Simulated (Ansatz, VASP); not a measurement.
# InAs in two plane-wave programs, part 2 of 3

Wanted: the spread between two codes on one cell, functional and k mesh. The structure shown is the start of the Ansatz relaxation below; VASP solves that cell, so the two are compared at the walk's first step.

VASP 6.6.1 and Ansatz 0.2.0.

So far: Starting point; Ansatz: relaxation, LDA.

## 3. VASP: single point, LDA, start cell

Level of this step: LDA; plane waves and PAW (As, In_d) (VASP).

The same cell, functional (in two slightly different forms), mesh and smearing now go to VASP, with its own data sets.

Lines of VASP's logs that name or quote its potential files are left out, and so is its time.

INCAR reads:

```
SYSTEM = InAs
PREC = Accurate
ENCUT = 400
EDIFF = 1E-06
NELM = 120
ISMEAR = 0
SIGMA = 0.015
LREAL = .FALSE.
ALGO = Normal
GGA = PW92
NBANDS = 15
LORBIT = 11
LWAVE = .FALSE.
LCHARG = .FALSE.
ISIF = 2
ISYM = 2
LASPH = .TRUE.
GGA_COMPAT = .FALSE.
EFERMI = MIDGAP
KPAR = 2
```

POSCAR reads:

```
InAs
1.0
   -0.0617020000      2.9539800000      3.0614270000
    2.9539800000     -0.0617020000      3.0614270000
    2.8922780000      2.8922780000      0.0000000000
As In
1 1
Direct
    0.7473057499      0.7473057499      0.7526783457
    0.0026941684      0.0026941684      0.9972899272
```

KPOINTS reads:

```
Points of the shifted mesh
1728
Reciprocal
 0.0416666667  0.0416666667  0.0416666667 1
 0.0416666667  0.0416666667  0.1250000000 1
 0.0416666667  0.0416666667  0.2083333333 1
 0.0416666667  0.0416666667  0.2916666667 1
 0.0416666667  0.0416666667  0.3750000000 1
 0.0416666667  0.0416666667  0.4583333333 1
 0.0416666667  0.0416666667  0.5416666667 1
 0.0416666667  0.0416666667  0.6250000000 1
 0.0416666667  0.0416666667  0.7083333333 1
 0.0416666667  0.0416666667  0.7916666667 1
 0.0416666667  0.0416666667  0.8750000000 1
 0.0416666667  0.0416666667  0.9583333333 1
 0.0416666667  0.1250000000  0.0416666667 1
 0.0416666667  0.1250000000  0.1250000000 1
 0.0416666667  0.1250000000  0.2083333333 1
 0.0416666667  0.1250000000  0.2916666667 1
 0.0416666667  0.1250000000  0.3750000000 1
 0.0416666667  0.1250000000  0.4583333333 1
 0.0416666667  0.1250000000  0.5416666667 1
 0.0416666667  0.1250000000  0.6250000000 1
 0.0416666667  0.1250000000  0.7083333333 1
 0.0416666667  0.1250000000  0.7916666667 1
 0.0416666667  0.1250000000  0.8750000000 1
 0.0416666667  0.1250000000  0.9583333333 1
 0.0416666667  0.2083333333  0.0416666667 1
 0.0416666667  0.2083333333  0.1250000000 1
 0.0416666667  0.2083333333  0.2083333333 1
 0.0416666667  0.2083333333  0.2916666667 1
 0.0416666667  0.2083333333  0.3750000000 1
 0.0416666667  0.2083333333  0.4583333333 1
 0.0416666667  0.2083333333  0.5416666667 1
 0.0416666667  0.2083333333  0.6250000000 1
 0.0416666667  0.2083333333  0.7083333333 1
 0.0416666667  0.2083333333  0.7916666667 1
 0.0416666667  0.2083333333  0.8750000000 1
 0.0416666667  0.2083333333  0.9583333333 1
 0.0416666667  0.2916666667  0.0416666667 1
 0.0416666667  0.2916666667  0.1250000000 1
 0.0416666667  0.2916666667  0.2083333333 1
 0.0416666667  0.2916666667  0.2916666667 1
 0.0416666667  0.2916666667  0.3750000000 1
 0.0416666667  0.2916666667  0.4583333333 1
 0.0416666667  0.2916666667  0.5416666667 1
 0.0416666667  0.2916666667  0.6250000000 1
 0.0416666667  0.2916666667  0.7083333333 1
 0.0416666667  0.2916666667  0.7916666667 1
 0.0416666667  0.2916666667  0.8750000000 1
 0.0416666667  0.2916666667  0.9583333333 1
 0.0416666667  0.3750000000  0.0416666667 1
 0.0416666667  0.3750000000  0.1250000000 1
 0.0416666667  0.3750000000  0.2083333333 1
 0.0416666667  0.3750000000  0.2916666667 1
 0.0416666667  0.3750000000  0.3750000000 1
 0.0416666667  0.3750000000  0.4583333333 1
 0.0416666667  0.3750000000  0.5416666667 1
 0.0416666667  0.3750000000  0.6250000000 1
 0.0416666667  0.3750000000  0.7083333333 1
 0.0416666667  0.3750000000  0.7916666667 1
 0.0416666667  0.3750000000  0.8750000000 1
 0.0416666667  0.3750000000  0.9583333333 1
 0.0416666667  0.4583333333  0.0416666667 1
 0.0416666667  0.4583333333  0.1250000000 1
 0.0416666667  0.4583333333  0.2083333333 1
 0.0416666667  0.4583333333  0.2916666667 1
 0.0416666667  0.4583333333  0.3750000000 1
 0.0416666667  0.4583333333  0.4583333333 1
 0.0416666667  0.4583333333  0.5416666667 1
 0.0416666667  0.4583333333  0.6250000000 1
 0.0416666667  0.4583333333  0.7083333333 1
 0.0416666667  0.4583333333  0.7916666667 1
 0.0416666667  0.4583333333  0.8750000000 1
 0.0416666667  0.4583333333  0.9583333333 1
 0.0416666667  0.5416666667  0.0416666667 1
 0.0416666667  0.5416666667  0.1250000000 1
 0.0416666667  0.5416666667  0.2083333333 1
 0.0416666667  0.5416666667  0.2916666667 1
 0.0416666667  0.5416666667  0.3750000000 1
 0.0416666667  0.5416666667  0.4583333333 1
 0.0416666667  0.5416666667  0.5416666667 1
 0.0416666667  0.5416666667  0.6250000000 1
 0.0416666667  0.5416666667  0.7083333333 1
 0.0416666667  0.5416666667  0.7916666667 1
 0.0416666667  0.5416666667  0.8750000000 1
 0.0416666667  0.5416666667  0.9583333333 1
 0.0416666667  0.6250000000  0.0416666667 1
 0.0416666667  0.6250000000  0.1250000000 1
 0.0416666667  0.6250000000  0.2083333333 1
 0.0416666667  0.6250000000  0.2916666667 1
 0.0416666667  0.6250000000  0.3750000000 1
 0.0416666667  0.6250000000  0.4583333333 1
 0.0416666667  0.6250000000  0.5416666667 1
 0.0416666667  0.6250000000  0.6250000000 1
 0.0416666667  0.6250000000  0.7083333333 1
 0.0416666667  0.6250000000  0.7916666667 1
 0.0416666667  0.6250000000  0.8750000000 1
 0.0416666667  0.6250000000  0.9583333333 1
 0.0416666667  0.7083333333  0.0416666667 1
 0.0416666667  0.7083333333  0.1250000000 1
 0.0416666667  0.7083333333  0.2083333333 1
 0.0416666667  0.7083333333  0.2916666667 1
 0.0416666667  0.7083333333  0.3750000000 1
 0.0416666667  0.7083333333  0.4583333333 1
 0.0416666667  0.7083333333  0.5416666667 1
 0.0416666667  0.7083333333  0.6250000000 1
 0.0416666667  0.7083333333  0.7083333333 1
 0.0416666667  0.7083333333  0.7916666667 1
 0.0416666667  0.7083333333  0.8750000000 1
 0.0416666667  0.7083333333  0.9583333333 1
 0.0416666667  0.7916666667  0.0416666667 1
 0.0416666667  0.7916666667  0.1250000000 1
 0.0416666667  0.7916666667  0.2083333333 1
 0.0416666667  0.7916666667  0.2916666667 1
[... 1390 lines left out ...]
 0.8750000000  0.4583333333  0.1250000000 1
 0.8750000000  0.4583333333  0.2083333333 1
 0.8750000000  0.4583333333  0.2916666667 1
 0.8750000000  0.4583333333  0.3750000000 1
 0.8750000000  0.4583333333  0.4583333333 1
 0.8750000000  0.4583333333  0.5416666667 1
 0.8750000000  0.4583333333  0.6250000000 1
 0.8750000000  0.4583333333  0.7083333333 1
 0.8750000000  0.4583333333  0.7916666667 1
 0.8750000000  0.4583333333  0.8750000000 1
 0.8750000000  0.4583333333  0.9583333333 1
 0.8750000000  0.5416666667  0.0416666667 1
 0.8750000000  0.5416666667  0.1250000000 1
 0.8750000000  0.5416666667  0.2083333333 1
 0.8750000000  0.5416666667  0.2916666667 1
 0.8750000000  0.5416666667  0.3750000000 1
 0.8750000000  0.5416666667  0.4583333333 1
 0.8750000000  0.5416666667  0.5416666667 1
 0.8750000000  0.5416666667  0.6250000000 1
 0.8750000000  0.5416666667  0.7083333333 1
 0.8750000000  0.5416666667  0.7916666667 1
 0.8750000000  0.5416666667  0.8750000000 1
 0.8750000000  0.5416666667  0.9583333333 1
 0.8750000000  0.6250000000  0.0416666667 1
 0.8750000000  0.6250000000  0.1250000000 1
 0.8750000000  0.6250000000  0.2083333333 1
 0.8750000000  0.6250000000  0.2916666667 1
 0.8750000000  0.6250000000  0.3750000000 1
 0.8750000000  0.6250000000  0.4583333333 1
 0.8750000000  0.6250000000  0.5416666667 1
 0.8750000000  0.6250000000  0.6250000000 1
 0.8750000000  0.6250000000  0.7083333333 1
 0.8750000000  0.6250000000  0.7916666667 1
 0.8750000000  0.6250000000  0.8750000000 1
 0.8750000000  0.6250000000  0.9583333333 1
 0.8750000000  0.7083333333  0.0416666667 1
 0.8750000000  0.7083333333  0.1250000000 1
 0.8750000000  0.7083333333  0.2083333333 1
 0.8750000000  0.7083333333  0.2916666667 1
 0.8750000000  0.7083333333  0.3750000000 1
 0.8750000000  0.7083333333  0.4583333333 1
 0.8750000000  0.7083333333  0.5416666667 1
 0.8750000000  0.7083333333  0.6250000000 1
 0.8750000000  0.7083333333  0.7083333333 1
 0.8750000000  0.7083333333  0.7916666667 1
 0.8750000000  0.7083333333  0.8750000000 1
 0.8750000000  0.7083333333  0.9583333333 1
 0.8750000000  0.7916666667  0.0416666667 1
 0.8750000000  0.7916666667  0.1250000000 1
 0.8750000000  0.7916666667  0.2083333333 1
 0.8750000000  0.7916666667  0.2916666667 1
 0.8750000000  0.7916666667  0.3750000000 1
 0.8750000000  0.7916666667  0.4583333333 1
 0.8750000000  0.7916666667  0.5416666667 1
 0.8750000000  0.7916666667  0.6250000000 1
 0.8750000000  0.7916666667  0.7083333333 1
 0.8750000000  0.7916666667  0.7916666667 1
 0.8750000000  0.7916666667  0.8750000000 1
 0.8750000000  0.7916666667  0.9583333333 1
 0.8750000000  0.8750000000  0.0416666667 1
 0.8750000000  0.8750000000  0.1250000000 1
 0.8750000000  0.8750000000  0.2083333333 1
 0.8750000000  0.8750000000  0.2916666667 1
 0.8750000000  0.8750000000  0.3750000000 1
 0.8750000000  0.8750000000  0.4583333333 1
 0.8750000000  0.8750000000  0.5416666667 1
 0.8750000000  0.8750000000  0.6250000000 1
 0.8750000000  0.8750000000  0.7083333333 1
 0.8750000000  0.8750000000  0.7916666667 1
 0.8750000000  0.8750000000  0.8750000000 1
 0.8750000000  0.8750000000  0.9583333333 1
 0.8750000000  0.9583333333  0.0416666667 1
 0.8750000000  0.9583333333  0.1250000000 1
 0.8750000000  0.9583333333  0.2083333333 1
 0.8750000000  0.9583333333  0.2916666667 1
 0.8750000000  0.9583333333  0.3750000000 1
 0.8750000000  0.9583333333  0.4583333333 1
 0.8750000000  0.9583333333  0.5416666667 1
 0.8750000000  0.9583333333  0.6250000000 1
 0.8750000000  0.9583333333  0.7083333333 1
 0.8750000000  0.9583333333  0.7916666667 1
 0.8750000000  0.9583333333  0.8750000000 1
 0.8750000000  0.9583333333  0.9583333333 1
 0.9583333333  0.0416666667  0.0416666667 1
 0.9583333333  0.0416666667  0.1250000000 1
 0.9583333333  0.0416666667  0.2083333333 1
 0.9583333333  0.0416666667  0.2916666667 1
 0.9583333333  0.0416666667  0.3750000000 1
 0.9583333333  0.0416666667  0.4583333333 1
 0.9583333333  0.0416666667  0.5416666667 1
 0.9583333333  0.0416666667  0.6250000000 1
 0.9583333333  0.0416666667  0.7083333333 1
 0.9583333333  0.0416666667  0.7916666667 1
 0.9583333333  0.0416666667  0.8750000000 1
 0.9583333333  0.0416666667  0.9583333333 1
 0.9583333333  0.1250000000  0.0416666667 1
 0.9583333333  0.1250000000  0.1250000000 1
 0.9583333333  0.1250000000  0.2083333333 1
 0.9583333333  0.1250000000  0.2916666667 1
 0.9583333333  0.1250000000  0.3750000000 1
 0.9583333333  0.1250000000  0.4583333333 1
 0.9583333333  0.1250000000  0.5416666667 1
 0.9583333333  0.1250000000  0.6250000000 1
 0.9583333333  0.1250000000  0.7083333333 1
 0.9583333333  0.1250000000  0.7916666667 1
 0.9583333333  0.1250000000  0.8750000000 1
 0.9583333333  0.1250000000  0.9583333333 1
 0.9583333333  0.2083333333  0.0416666667 1
 0.9583333333  0.2083333333  0.1250000000 1
 0.9583333333  0.2083333333  0.2083333333 1
 0.9583333333  0.2083333333  0.2916666667 1
 0.9583333333  0.2083333333  0.3750000000 1
 0.9583333333  0.2083333333  0.4583333333 1
 0.9583333333  0.2083333333  0.5416666667 1
 0.9583333333  0.2083333333  0.6250000000 1
 0.9583333333  0.2083333333  0.7083333333 1
 0.9583333333  0.2083333333  0.7916666667 1
 0.9583333333  0.2083333333  0.8750000000 1
 0.9583333333  0.2083333333  0.9583333333 1
 0.9583333333  0.2916666667  0.0416666667 1
 0.9583333333  0.2916666667  0.1250000000 1
 0.9583333333  0.2916666667  0.2083333333 1
 0.9583333333  0.2916666667  0.2916666667 1
 0.9583333333  0.2916666667  0.3750000000 1
 0.9583333333  0.2916666667  0.4583333333 1
 0.9583333333  0.2916666667  0.5416666667 1
 0.9583333333  0.2916666667  0.6250000000 1
 0.9583333333  0.2916666667  0.7083333333 1
 0.9583333333  0.2916666667  0.7916666667 1
 0.9583333333  0.2916666667  0.8750000000 1
 0.9583333333  0.2916666667  0.9583333333 1
 0.9583333333  0.3750000000  0.0416666667 1
 0.9583333333  0.3750000000  0.1250000000 1
 0.9583333333  0.3750000000  0.2083333333 1
 0.9583333333  0.3750000000  0.2916666667 1
 0.9583333333  0.3750000000  0.3750000000 1
 0.9583333333  0.3750000000  0.4583333333 1
 0.9583333333  0.3750000000  0.5416666667 1
 0.9583333333  0.3750000000  0.6250000000 1
 0.9583333333  0.3750000000  0.7083333333 1
 0.9583333333  0.3750000000  0.7916666667 1
 0.9583333333  0.3750000000  0.8750000000 1
 0.9583333333  0.3750000000  0.9583333333 1
 0.9583333333  0.4583333333  0.0416666667 1
 0.9583333333  0.4583333333  0.1250000000 1
 0.9583333333  0.4583333333  0.2083333333 1
 0.9583333333  0.4583333333  0.2916666667 1
 0.9583333333  0.4583333333  0.3750000000 1
 0.9583333333  0.4583333333  0.4583333333 1
 0.9583333333  0.4583333333  0.5416666667 1
 0.9583333333  0.4583333333  0.6250000000 1
 0.9583333333  0.4583333333  0.7083333333 1
 0.9583333333  0.4583333333  0.7916666667 1
 0.9583333333  0.4583333333  0.8750000000 1
 0.9583333333  0.4583333333  0.9583333333 1
 0.9583333333  0.5416666667  0.0416666667 1
 0.9583333333  0.5416666667  0.1250000000 1
 0.9583333333  0.5416666667  0.2083333333 1
 0.9583333333  0.5416666667  0.2916666667 1
 0.9583333333  0.5416666667  0.3750000000 1
 0.9583333333  0.5416666667  0.4583333333 1
 0.9583333333  0.5416666667  0.5416666667 1
 0.9583333333  0.5416666667  0.6250000000 1
 0.9583333333  0.5416666667  0.7083333333 1
 0.9583333333  0.5416666667  0.7916666667 1
 0.9583333333  0.5416666667  0.8750000000 1
 0.9583333333  0.5416666667  0.9583333333 1
 0.9583333333  0.6250000000  0.0416666667 1
 0.9583333333  0.6250000000  0.1250000000 1
 0.9583333333  0.6250000000  0.2083333333 1
 0.9583333333  0.6250000000  0.2916666667 1
 0.9583333333  0.6250000000  0.3750000000 1
 0.9583333333  0.6250000000  0.4583333333 1
 0.9583333333  0.6250000000  0.5416666667 1
 0.9583333333  0.6250000000  0.6250000000 1
 0.9583333333  0.6250000000  0.7083333333 1
 0.9583333333  0.6250000000  0.7916666667 1
 0.9583333333  0.6250000000  0.8750000000 1
 0.9583333333  0.6250000000  0.9583333333 1
 0.9583333333  0.7083333333  0.0416666667 1
 0.9583333333  0.7083333333  0.1250000000 1
 0.9583333333  0.7083333333  0.2083333333 1
 0.9583333333  0.7083333333  0.2916666667 1
 0.9583333333  0.7083333333  0.3750000000 1
 0.9583333333  0.7083333333  0.4583333333 1
 0.9583333333  0.7083333333  0.5416666667 1
 0.9583333333  0.7083333333  0.6250000000 1
 0.9583333333  0.7083333333  0.7083333333 1
 0.9583333333  0.7083333333  0.7916666667 1
 0.9583333333  0.7083333333  0.8750000000 1
 0.9583333333  0.7083333333  0.9583333333 1
 0.9583333333  0.7916666667  0.0416666667 1
 0.9583333333  0.7916666667  0.1250000000 1
 0.9583333333  0.7916666667  0.2083333333 1
 0.9583333333  0.7916666667  0.2916666667 1
 0.9583333333  0.7916666667  0.3750000000 1
 0.9583333333  0.7916666667  0.4583333333 1
 0.9583333333  0.7916666667  0.5416666667 1
 0.9583333333  0.7916666667  0.6250000000 1
 0.9583333333  0.7916666667  0.7083333333 1
 0.9583333333  0.7916666667  0.7916666667 1
 0.9583333333  0.7916666667  0.8750000000 1
 0.9583333333  0.7916666667  0.9583333333 1
 0.9583333333  0.8750000000  0.0416666667 1
 0.9583333333  0.8750000000  0.1250000000 1
 0.9583333333  0.8750000000  0.2083333333 1
 0.9583333333  0.8750000000  0.2916666667 1
 0.9583333333  0.8750000000  0.3750000000 1
 0.9583333333  0.8750000000  0.4583333333 1
 0.9583333333  0.8750000000  0.5416666667 1
 0.9583333333  0.8750000000  0.6250000000 1
 0.9583333333  0.8750000000  0.7083333333 1
 0.9583333333  0.8750000000  0.7916666667 1
 0.9583333333  0.8750000000  0.8750000000 1
 0.9583333333  0.8750000000  0.9583333333 1
 0.9583333333  0.9583333333  0.0416666667 1
 0.9583333333  0.9583333333  0.1250000000 1
 0.9583333333  0.9583333333  0.2083333333 1
 0.9583333333  0.9583333333  0.2916666667 1
 0.9583333333  0.9583333333  0.3750000000 1
 0.9583333333  0.9583333333  0.4583333333 1
 0.9583333333  0.9583333333  0.5416666667 1
 0.9583333333  0.9583333333  0.6250000000 1
 0.9583333333  0.9583333333  0.7083333333 1
 0.9583333333  0.9583333333  0.7916666667 1
 0.9583333333  0.9583333333  0.8750000000 1
 0.9583333333  0.9583333333  0.9583333333 1
```

PAW data sets: As and In_d (LDA family, release 64).

Command:

```sh
mpirun -np 2 vasp_std
```

The program printed:

```text
[banner, memory and clock lines left out]
running    2 mpi-ranks, on    1 nodes
 distrk:  each k-point on    1 cores,    2 groups
 distr:  one band on    1 cores,    1 groups

 POSCAR found type information on POSCAR AsIn
 POSCAR found :  2 types and       2 ions
|                                                                             |
|               ----> ADVICE to this user running VASP <----                  |
|                                                                             |
|     You enforced a specific xc type in the INCAR file but a different       |
|     [... a line on the potential file left out ...]
|     I HOPE YOU KNOW WHAT YOU ARE DOING!                                     |
|                                                                             |

 LDA part: xc-table for (Slater(with rela. corr.)+PW92), standard interpolation
 POSCAR, INCAR and KPOINTS ok, starting setup
 FFT: planning ... GRIDC
 FFT: planning ... GRID_SOFT
 FFT: planning ... GRID
 WAVECAR not read
 entering main loop
       N       E                     dE             d eps       ncg     rms          rms(c)
DAV:   1     0.104340307843E+03    0.10434E+03   -0.72653E+03 52293   0.109E+03
DAV:   2    -0.233681682778E+01   -0.10668E+03   -0.10277E+03 56775   0.276E+02
DAV:   3    -0.915378356565E+01   -0.68170E+01   -0.67857E+01 66596   0.746E+01
DAV:   4    -0.932134878340E+01   -0.16757E+00   -0.16753E+00 64359   0.131E+01
DAV:   5    -0.932871355956E+01   -0.73648E-02   -0.73647E-02 76476   0.230E+00    0.494E+00
DAV:   6    -0.904395533529E+01    0.28476E+00   -0.38981E-01 82496   0.114E+01    0.273E+00
DAV:   7    -0.900204085085E+01    0.41914E-01   -0.12036E-01 72421   0.330E+00    0.694E-01
DAV:   8    -0.899868813111E+01    0.33527E-02   -0.12899E-02 67768   0.139E+00    0.245E-01
DAV:   9    -0.899855910189E+01    0.12903E-03   -0.81710E-04 66876   0.249E-01    0.156E-01
DAV:  10    -0.899857626978E+01   -0.17168E-04   -0.13359E-04 78183   0.209E-01    0.727E-02
DAV:  11    -0.899857866115E+01   -0.23914E-05   -0.40530E-05 81551   0.123E-01    0.407E-02
DAV:  12    -0.899857623494E+01    0.24262E-05   -0.55606E-06 66577   0.314E-02    0.575E-03
DAV:  13    -0.899857630078E+01   -0.65837E-07   -0.75258E-07 34817   0.570E-03
   1 F= -.89985763E+01 E0= -.89985763E+01  d E =-.293164E-97
```

(Part 2 of 3 ends here.)

[Lines on the potential files, build, host, timing and source positions are cut from VASP's logs without a mark.]

[Logs are printed without paths, hosts, clocks, repeated set-up lines and the standing remarks that a program may print on its own settings, such as how far it seeks lower states.]

[Hosts, paths, dates, database ids (printed as entryN), source tags and the programs' standing remarks are cut or masked in the printed files.]
